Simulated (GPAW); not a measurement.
# MoS2 (P6_3/mmc) in GPAW: a series of runs, part 2 of 2

GPAW 26.7.0. The steps go on from the part before.

**4. Dielectric tensor, PBE+U**

run.py reads:

```python
import numpy as np
from ase import Atoms
from ase.dft.bandgap import bandgap
from ase.io import write
from gpaw import GPAW, PW
from gpaw.response.df import DielectricFunction

atoms = Atoms(['Mo', 'Mo', 'S', 'S', 'S', 'S'],
              cell=[[3.169, 0.0, 0.0],
                    [-1.5845, 2.7444345046, 0.0],
                    [0.0, 0.0, 12.324]],
              scaled_positions=[[0.6666666667, 0.3333333333, 0.75],
                                [0.3333333333, 0.6666666667, 0.25],
                                [0.6666666667, 0.3333333333, 0.377],
                                [0.3333333333, 0.6666666667, 0.877],
                                [0.6666666667, 0.3333333333, 0.123],
                                [0.3333333333, 0.6666666667, 0.623]],
              pbc=True)

calc = GPAW(mode=PW(450),
            xc='PBE',
            kpts={'size': (8, 8, 2), 'gamma': True},
            occupations={'name': 'fermi-dirac', 'width': 0.001},
            setups={'Mo': ':d,2.0'},
            nbands=46,
            convergence={'density': 1e-06},
            maxiter=150,
            txt='gpaw.txt')
atoms.calc = calc
energy = atoms.get_potential_energy()
calc.write('gs.gpw')
write('result.traj', atoms)
print(f'Energy: {energy:.6f} eV')
print('Fermi level:', round(calc.get_fermi_level(), 4), 'eV')
print(f'Gap: {bandgap(calc)[0]:.4f} eV, direct: {bandgap(calc, direct=True)[0]:.4f} eV')

for size in [(12, 12, 3)]:
    name = 'x'.join(str(n) for n in size)
    dense = calc.fixed_density(kpts={'size': size, 'gamma': True},
                               nbands=80, convergence={'bands': 74, 'eigenstates': 1e-7},
                               update_fermi_level=True, txt=f'dense-{name}.txt')
    dense.write(f'{name}.gpw', mode='all')
    df = DielectricFunction(f'{name}.gpw', frequencies=np.array([0.0]), hilbert=False, eta=0.001,
                            ecut=80, nbands=74, intraband=False, txt=f'df-{name}.txt')
    for xc in ['RPA']:
        for direction in ['x', 'y', 'z', [0, 1, 1], [1, 0, 1], [1, 1, 0]]:
            e0, e = df.get_macroscopic_dielectric_constant(xc=xc, direction=direction)
            print(f'{name} {xc} {direction}: {e0:.4f} without, {e:.4f} with local fields')
```

Potentials or basis: GPAW PAW data sets (gpaw-data 1.2.1), pw.

Run with:

```bash
$ OMP_NUM_THREADS=1 python run.py
```

gpaw.txt:

```text
__  _  _
 | _ |_)|_||  |
 |__||  | ||/\| - 26.7.0

Input parameters:
  mode=PW(ecut=450.00000000000006),
  convergence={'density': 1e-06},
  kpts=MonkhorstPack(size=(8, 8, 2), gamma=True),
  maxiter=150,
  nbands=46,
  occupations=Occupations(name='fermi-dirac', width=0.001),
  setups={'Mo': ':d,2.0'},
  xc=XC(name='PBE')

Diagonalizing LCAO Hamiltonian
Converting LCAO to pw mode

        S

           Mo
        S

           S
        Mo

           S

Atoms  # Å, Bohr magnetons
|   | symbol |         x |        y |         z |    initial magnetic moments |
|---|--------|-----------|----------|-----------|-----------------------------|
| 0 |     Mo |  1.584500 | 0.914812 |  9.243000 | ( 0.0000,  0.0000,  0.0000) |
| 1 |     Mo | -0.000000 | 1.829623 |  3.081000 | ( 0.0000,  0.0000,  0.0000) |
| 2 |      S |  1.584500 | 0.914812 |  4.646148 | ( 0.0000,  0.0000,  0.0000) |
| 3 |      S | -0.000000 | 1.829623 | 10.808148 | ( 0.0000,  0.0000,  0.0000) |
| 4 |      S |  1.584500 | 0.914812 |  1.515852 | ( 0.0000,  0.0000,  0.0000) |
| 5 |      S | -0.000000 | 1.829623 |  7.677852 | ( 0.0000,  0.0000,  0.0000) |

Unit cell  # Å
| periodic |         x |        y |         z |   lengths |     angles |
|----------|-----------|----------|-----------|-----------|------------|
|      yes |  3.169000 | 0.000000 |  0.000000 |  3.169000 |  90.000000 |
|      yes | -1.584500 | 2.744435 |  0.000000 |  3.169000 |  90.000000 |
|      yes |  0.000000 | 0.000000 | 12.324000 | 12.324000 | 120.000000 |

Number of symmetries: 12
Symmetry operations  # r_c * U_cc + t_c -> r_c
|    | kind |            matrix            |
|----|------|------------------------------|
|  0 |  σ   |  1, 1, 0,  0,-1, 0,  0, 0, 1 |
|  1 |  S6  |  1, 1, 0, -1, 0, 0,  0, 0,-1 |
|  2 |  E   |  1, 0, 0,  0, 1, 0,  0, 0, 1 |
|  3 |  C2  |  1, 0, 0, -1,-1, 0,  0, 0,-1 |
|  4 |  C2  |  0, 1, 0,  1, 0, 0,  0, 0,-1 |
|  5 |  C3  |  0, 1, 0, -1,-1, 0,  0, 0, 1 |
|  6 |  S6  |  0,-1, 0,  1, 1, 0,  0, 0,-1 |
|  7 |  σ   |  0,-1, 0, -1, 0, 0,  0, 0, 1 |
|  8 |  σ   | -1, 0, 0,  1, 1, 0,  0, 0, 1 |
|  9 |  i   | -1, 0, 0,  0,-1, 0,  0, 0,-1 |
| 10 |  C3  | -1,-1, 0,  1, 0, 0,  0, 0, 1 |
| 11 |  C2  | -1,-1, 0,  0, 1, 0,  0, 0,-1 |

BZ-sampling:
  Number of BZ points: 128
  Number of IBZ points: 20

  Monkhorst-Pack size: [8, 8, 2]
  Monkhorst-Pack shift: [0.0625, 0.0625, 0.25]

K-points  # in reciprocal-cell coordinates
|     |                                coordinates |     weight |
|-----|--------------------------------------------|------------|
|   0 | (  0.00000000,   0.00000000,   0.00000000) | 0.00781250 |
|   1 | (  0.00000000,   0.00000000,   0.50000000) | 0.00781250 |
|   2 | (  0.12500000,   0.00000000,   0.00000000) | 0.04687500 |
|   3 | (  0.12500000,   0.00000000,   0.50000000) | 0.04687500 |
|   4 | (  0.25000000,  -0.12500000,   0.00000000) | 0.04687500 |
|   5 | (  0.25000000,  -0.12500000,   0.50000000) | 0.04687500 |
|   6 | (  0.25000000,   0.00000000,   0.00000000) | 0.04687500 |
|   7 | (  0.25000000,   0.00000000,   0.50000000) | 0.04687500 |
|   8 | (  0.37500000,  -0.12500000,   0.00000000) | 0.09375000 |
|   9 | (  0.37500000,  -0.12500000,   0.50000000) | 0.09375000 |
| ... |                                            |            |
|  19 | (  0.50000000,   0.50000000,   0.50000000) | 0.02343750 |

Plane wave coefficients: 2382
Cutoff: 450.00000000000006 eV

Spin-components: 1 (collinear spins)
Bands:           46
Projectors:      32
Spin-degeneracy: 2
Datatype:        complex128

Parallelization:
  kpt:    1
  domain: 1
  band:   1

Density:
  Valence electrons: 52.0
  Components: 1
  Grid points: [16 16 63]
  Charge: 0.0  # |e|

Potential:
  Grid points: [16 16 63]

species:
  Mo:
    name:    Molybdenum
    Z:       42.0
    valence: 14
    core:    28
    charge:  0.0  # [|e|]
    Hubbard: {U: 2.0,  # eV
              l: 2,
              scale: True}
    compensation charges:
      type: gauss
      rc: 0.38  # [Å]
      lmax: 2
    cutoffs:
      filter: 2.16  # [Å]
      core: 1.42  # [Å]
    projectors
    | kind |    occ | energy [eV] | rcut [Å] |
    |------|--------|-------------|----------|
    |   4s |  2.000 |     -64.307 |    1.238 |
    |   5s |  1.000 |      -4.084 |    1.238 |
    |   4p |  6.000 |     -38.491 |    1.296 |
    |   5p |  0.000 |      -1.044 |    1.296 |
    |   4d |  5.000 |      -3.754 |    1.296 |
    |    d |        |      23.458 |    1.296 |

    Using partial waves for Mo as LCAO basis

  S:
    name:    Sulfur
    Z:       16.0
    valence: 6
    core:    10
    charge:  0.0  # [|e|]
    compensation charges:
      type: gauss
      rc: 0.24  # [Å]
      lmax: 2
    cutoffs:
      filter: 1.77  # [Å]
      core: 1.66  # [Å]
    projectors
    | kind |    occ | energy [eV] | rcut [Å] |
    |------|--------|-------------|----------|
    |   3s |  2.000 |     -17.254 |    0.974 |
    |   3p |  4.000 |      -7.008 |    0.979 |
    |    s |        |       9.957 |    0.974 |
    |    p |        |      20.203 |    0.979 |
    |    d |        |       0.000 |    0.900 |

    Using partial waves for S as LCAO basis

Reference energy: -263698.624853  # eV

eigensolver:
  PPCG
  Converge bands: occupied
  niter=2

density mixing:
  MSR1-Mixer
  Pratt-step length: 0.05
  Maximum mixing coefficient: 0.75
  Old densities: 10
  SVD Regularization: 0.005
  Good broyden scale: 1.0
  Trust region scale: 1.0
  Backstep threshold: 4.0
  History deletion threshold: 6.0
  Fourier metric: weight=20.0, sigma=0.015

occupation numbers:
  Fermi-Dirac:
    width: 0.0010  # eV

poisson solver:
  ecut: 3600.0000000000005  # eV

xc functional:
  name: PBE with 2 nearest neighbor stencil

convergence criteria:
- Maximum integral of absolute [dens]ity change: 1e-06 electrons / valence electron
- Maximum [total energy] change in last 3 cyles: 0.0005 eV / valence electron
- Maximum integral of absolute [eigenst]ate change: 4e-08 eV^2 / valence electron
maximum number of iterations: 150

SCF iterations
|iter     | |      energy | eigst |  dens |
|---------|-|-------------|-------|-------|
|iter:   1| |  -42.141019 | +0.50 |       |
|iter:   2| |  -41.313811 | -1.17 | -0.98 |
|iter:   3| |  -39.260423 | -1.13 | -1.05 |
|iter:   4| |  -39.137206 | -1.94 | -1.45 |
|iter:   5| |  -39.139206 | -2.61 | -1.77 |
|iter:   6| |  -39.135926c| -3.11 | -2.04 |
|iter:   7| |  -39.130881c| -4.07 | -2.53 |
|iter:   8| |  -39.130874c| -5.31 | -3.05 |
|iter:   9| |  -39.130911c| -6.23 | -3.52 |
|iter:  10| |  -39.130914c| -7.33 | -4.23 |
|iter:  11| |  -39.130914c| -7.49c| -4.72 |
|iter:  12| |  -39.130914c| -7.97c| -5.33 |
|iter:  13| |  -39.130914c| -8.35c| -5.83 |
|iter:  14| |  -39.130914c| -8.70c| -6.25c|

Converged in 14 steps
Energy contributions relative to reference atoms: (reference = -263698.624853)

Energy contributions:
  Kinetic:          -1.094755
  Coulomb:         -11.081337
  Zero:             -0.343972
  External:          0.000000
  Xc:              -26.610849
  Entropy:          -0.000000
  Spinorbit:         0.000000
  ----------------------------
  Free energy:     -39.130914
  Extrapolated:    -39.130914

dipole moment: (0.000001, 0.000002, 0.000007)  # |e|*Ang

Fermi level: 9.050
Eigenvalues  # (at kpt = [0.000, 0.000, 0.000])
| band index |      eig [eV] | occ [0-2] |
|------------|---------------|-----------|
|          0 |       -53.444 |     2.000 |
|        ... |               |           |
|         18 |         4.938 |     2.000 |
|         19 |         6.067 |     2.000 |
|         20 |         6.067 |     2.000 |
|         21 |         6.115 |     2.000 |
|         22 |         6.115 |     2.000 |
|         23 |         6.966 |     2.000 |
[... 8 lines left out ...]
|         32 |        10.605 |     0.000 |
|         33 |        10.605 |     0.000 |
|        ... |               |           |
|         45 |        20.577 |     0.000 |

Gap: 1.014 eV
Transition (v -> c):
  (s=0, k=0, n=25, [0.00, 0.00, 0.00]) -> (s=0, k=8, n=26, [0.38, -0.12, 0.00])
Direct/indirect transitions are different
Direct gap: 1.843 eV
Transition at: (s=0, k=12, n=25, [0.38, 0.38, 0.00])
# Writing to gs.gpw (mode='')
```

Run time: 5.1 min. Hardware: 1 thread of Arm Neoverse V2, shared host; peak memory 0.56 GiB.

Results:

```
Free energy                             : -39.1309 eV
Band gap on the k mesh                  : 1.01 eV, indirect (least direct gap 1.84 eV)
Electronic dielectric tensor (diagonal) : 13.57, 13.57, 5.89
```

Electronic dielectric tensor:
```
13.57  0.00  0.00
 0.00 13.57  0.00
 0.00  0.00  5.89
```

Caveat: the long-wavelength limit can be off by several per cent where d states take part; response on these states lacks terms of the Hamiltonian; an odd mesh through Γ misses points on the zone boundary, where band edges often lie.

**5. Dielectric tensor, PBE+U**

run.py, as its differences from that of step 4:

```diff
@@ -23,3 +23,3 @@
             occupations={'name': 'fermi-dirac', 'width': 0.001},
-            setups={'Mo': ':d,2.0'},
+            setups={'Mo': ':d,4.0'},
             nbands=46,
```

Potentials or basis: GPAW PAW data sets (gpaw-data 1.2.1), pw.

Run with:

```bash
$ OMP_NUM_THREADS=1 python run.py
```

gpaw.txt:

```text
__  _  _
 | _ |_)|_||  |
 |__||  | ||/\| - 26.7.0

Input parameters:
  mode=PW(ecut=450.00000000000006),
  convergence={'density': 1e-06},
  kpts=MonkhorstPack(size=(8, 8, 2), gamma=True),
  maxiter=150,
  nbands=46,
  occupations=Occupations(name='fermi-dirac', width=0.001),
  setups={'Mo': ':d,4.0'},
  xc=XC(name='PBE')

Diagonalizing LCAO Hamiltonian
Converting LCAO to pw mode

        S

           Mo
        S

           S
        Mo

           S

Atoms  # Å, Bohr magnetons
|   | symbol |         x |        y |         z |    initial magnetic moments |
|---|--------|-----------|----------|-----------|-----------------------------|
| 0 |     Mo |  1.584500 | 0.914812 |  9.243000 | ( 0.0000,  0.0000,  0.0000) |
| 1 |     Mo | -0.000000 | 1.829623 |  3.081000 | ( 0.0000,  0.0000,  0.0000) |
| 2 |      S |  1.584500 | 0.914812 |  4.646148 | ( 0.0000,  0.0000,  0.0000) |
| 3 |      S | -0.000000 | 1.829623 | 10.808148 | ( 0.0000,  0.0000,  0.0000) |
| 4 |      S |  1.584500 | 0.914812 |  1.515852 | ( 0.0000,  0.0000,  0.0000) |
| 5 |      S | -0.000000 | 1.829623 |  7.677852 | ( 0.0000,  0.0000,  0.0000) |

Unit cell  # Å
| periodic |         x |        y |         z |   lengths |     angles |
|----------|-----------|----------|-----------|-----------|------------|
|      yes |  3.169000 | 0.000000 |  0.000000 |  3.169000 |  90.000000 |
[... 140 lines left out ...]
    width: 0.0010  # eV

poisson solver:
  ecut: 3600.0000000000005  # eV

xc functional:
  name: PBE with 2 nearest neighbor stencil

convergence criteria:
- Maximum integral of absolute [dens]ity change: 1e-06 electrons / valence electron
- Maximum [total energy] change in last 3 cyles: 0.0005 eV / valence electron
- Maximum integral of absolute [eigenst]ate change: 4e-08 eV^2 / valence electron
maximum number of iterations: 150

SCF iterations
|iter     | |      energy | eigst |  dens |
|---------|-|-------------|-------|-------|
|iter:   1| |  -37.141019 | +0.50 |       |
|iter:   2| |  -36.340839 | -1.17 | -0.98 |
|iter:   3| |  -34.288536 | -1.12 | -1.05 |
|iter:   4| |  -34.156976 | -1.91 | -1.45 |
|iter:   5| |  -34.161675 | -2.62 | -1.76 |
|iter:   6| |  -34.165488c| -3.09 | -2.04 |
|iter:   7| |  -34.160688c| -4.06 | -2.51 |
|iter:   8| |  -34.161729c| -4.88 | -2.97 |
|iter:   9| |  -34.162596c| -4.94 | -3.29 |
|iter:  10| |  -34.162709c| -5.21 | -3.59 |
|iter:  11| |  -34.162723c| -6.59 | -3.99 |
|iter:  12| |  -34.162725c| -7.47c| -4.48 |
|iter:  13| |  -34.162725c| -7.49c| -4.86 |
|iter:  14| |  -34.162725c| -8.09c| -5.31 |
|iter:  15| |  -34.162725c| -8.55c| -5.84 |
|iter:  16| |  -34.162725c| -9.10c| -6.41c|

Converged in 16 steps
Energy contributions relative to reference atoms: (reference = -263698.624853)

Energy contributions:
  Kinetic:          -0.762123
  Coulomb:         -11.364463
  Zero:             -0.335971
  External:          0.000000
  Xc:              -21.700167
  Entropy:          -0.000000
  Spinorbit:         0.000000
  ----------------------------
  Free energy:     -34.162725
  Extrapolated:    -34.162725

dipole moment: (0.000001, 0.000002, 0.000007)  # |e|*Ang

Fermi level: 9.066
Eigenvalues  # (at kpt = [0.000, 0.000, 0.000])
| band index |      eig [eV] | occ [0-2] |
|------------|---------------|-----------|
|          0 |       -53.495 |     2.000 |
|        ... |               |           |
|         18 |         4.949 |     2.000 |
|         19 |         6.140 |     2.000 |
|         20 |         6.140 |     2.000 |
|         21 |         6.189 |     2.000 |
|         22 |         6.189 |     2.000 |
|         23 |         6.820 |     2.000 |
[... 8 lines left out ...]
|         32 |        10.621 |     0.000 |
|         33 |        10.621 |     0.000 |
|        ... |               |           |
|         45 |        20.595 |     0.000 |

Gap: 1.112 eV
Transition (v -> c):
  (s=0, k=0, n=25, [0.00, 0.00, 0.00]) -> (s=0, k=8, n=26, [0.38, -0.12, 0.00])
Direct/indirect transitions are different
Direct gap: 1.682 eV
Transition at: (s=0, k=12, n=25, [0.38, 0.38, 0.00])
# Writing to gs.gpw (mode='')
```

stdout:

```text
Energy: -34.162725 eV
Fermi level: 9.0661 eV
Gap: 1.1125 eV, direct: 1.6819 eV
12x12x3 RPA x: 14.7027 without, 13.6889 with local fields
12x12x3 RPA y: 14.7027 without, 13.6889 with local fields
12x12x3 RPA z: 9.2276 without, 5.9225 with local fields
12x12x3 RPA [0, 1, 1]: 11.9651 without, 9.8057 with local fields
12x12x3 RPA [1, 0, 1]: 11.9651 without, 9.8057 with local fields
12x12x3 RPA [1, 1, 0]: 14.7027 without, 13.6889 with local fields
```

df-12x12x3.txt:

```text
FrequencyGridDescriptor(from 0.000 to 0.000 eV, 1 points)
FrequencyGridDescriptor(from 0.000 to 0.000 eV, 1 points)

Calculating chi0 body with:
    Ground state adapter containing:
    Number of spins: 1
    Number of kpoints: 432
    Number of irreducible kpoints: 50
    Number of completely occupied states: 26
    Number of partially occupied states: 26

    Linear response parametrization:
    q_c: [0.0, 0.0, 0.0]
    Number of frequency points: 1
    Planewave cutoff: 80.0
    Number of bands: 74
    Number of planewaves: 167
    Broadening (eta): 0.001

Integrating chi0 body.

Symmetries of q_c:
    Direct symmetries (Uq -> q): 12
    Indirect symmetries (TUq -> q): 0
In total 12 allowed symmetries.

Integral kind: response function

Calculating chi0 optical extensions with:
    Ground state adapter containing:
    Number of spins: 1
    Number of kpoints: 432
    Number of irreducible kpoints: 50
    Number of completely occupied states: 26
    Number of partially occupied states: 26

    Linear response parametrization:
    Number of frequency points: 1
    Planewave cutoff: 80.0
    Number of bands: 74
    Number of planewaves: 167
    Broadening (eta): 0.001
Integrating chi0 head and wings.

Symmetries of q_c:
    Direct symmetries (Uq -> q): 12
    Indirect symmetries (TUq -> q): 0
In total 12 allowed symmetries.

Integral kind: response function wings

Finished calculating chi0
```

Run time: 5.2 min. Hardware: 1 thread of Arm Neoverse V2, shared host; peak memory 0.56 GiB.

Results:

- Free energy: -34.1627 eV
- Band gap on the k mesh: 1.11 eV, indirect (least direct gap 1.68 eV)
- Electronic dielectric tensor (diagonal): 13.69, 13.69, 5.92

Electronic dielectric tensor:
```
13.69  0.00  0.00
 0.00 13.69  0.00
 0.00  0.00  5.92
```

Caveat: the long-wavelength limit can be off by several per cent where d states take part; response on these states lacks terms of the Hamiltonian; an odd mesh through Γ misses points on the zone boundary, where band edges often lie.

**6. Summary**

```tsv
task	level	U	k mesh	cutoff (eV)	smearing	band path	band points	response ecut	response k mesh	response bands	gap on the mesh (eV)
band structure	r2SCAN	-	6 × 6 × 2	600	fermi-dirac 0.05 eV	GMKGALHA,LM,KH	60	-	-	-	0.99
dielectric tensor	PBE	-	8 × 8 × 2	450	fermi-dirac 0.001 eV	-	-	80 eV	12 × 12 × 3	74	0.97
dielectric tensor	PBE+U	Mo d U = 2.0 eV	8 × 8 × 2	450	fermi-dirac 0.001 eV	-	-	80 eV	12 × 12 × 3	74	1.01
dielectric tensor	PBE+U	Mo d U = 4.0 eV	8 × 8 × 2	450	fermi-dirac 0.001 eV	-	-	80 eV	12 × 12 × 3	74	1.11
```

Alike in all rows: potentials or basis GPAW PAW data sets (gpaw-data 1.2.1), pw; no spin polarisation; cell as given.

On the cell as given the gap runs from 0.97 eV (PBE) to 1.11 eV (PBE+U); the meshes differ, which moves gaps too.

Caveats: the long-wavelength limit can be off by several per cent where d states take part (some runs); an odd mesh through Γ misses points on the zone boundary, where band edges often lie (some runs); response on these states lacks terms of the Hamiltonian (some runs).

Total energies depend on the potentials used, so only differences within one code and one set of settings carry meaning.

**7. How close it comes**

Step 2. Against the measured gap of MoS2, 1.3 eV (indirect; 300 K; “Multiwavelength excitation Raman Scattering Analysis of bulk and 2 dimensional MoS2: Vibrational properties of atomically thin MoS2 layers”, 2015, arxiv:1506.03228), the calculated 0.98 eV is off by -0.32 eV. Spin-orbit coupling on Mo is left out. The value is that of r2SCAN, without temperature or zero-point motion.

Step 3. Against the measured gap of MoS2, 1.3 eV (indirect; 300 K; “Multiwavelength excitation Raman Scattering Analysis of bulk and 2 dimensional MoS2: Vibrational properties of atomically thin MoS2 layers”, 2015, arxiv:1506.03228), the calculated 0.97 eV is off by -0.33 eV. Spin-orbit coupling on Mo is left out. The value is that of PBE on a finite k mesh, which can miss the band edges, without temperature or zero-point motion. Semilocal functionals fall short of measured gaps as a rule.

Step 4. Measured gap of MoS2: 1.3 eV (indirect; 300 K; “Multiwavelength excitation Raman Scattering Analysis of bulk and 2 dimensional MoS2: Vibrational properties of atomically thin MoS2 layers”, 2015, arxiv:1506.03228). This calculation gives 1.01 eV (-0.29 eV). Spin-orbit coupling on Mo is left out. The value is that of PBE+U on a finite k mesh, which can miss the band edges, without temperature or zero-point motion.

Step 5. A measured gap of MoS2 is 1.3 eV (indirect; 300 K; “Multiwavelength excitation Raman Scattering Analysis of bulk and 2 dimensional MoS2: Vibrational properties of atomically thin MoS2 layers”, 2015, arxiv:1506.03228); the calculated 1.11 eV misses it by -0.19 eV. Spin-orbit coupling on Mo is left out. The value is that of PBE+U on a finite k mesh, which can miss the band edges, without temperature or zero-point motion.
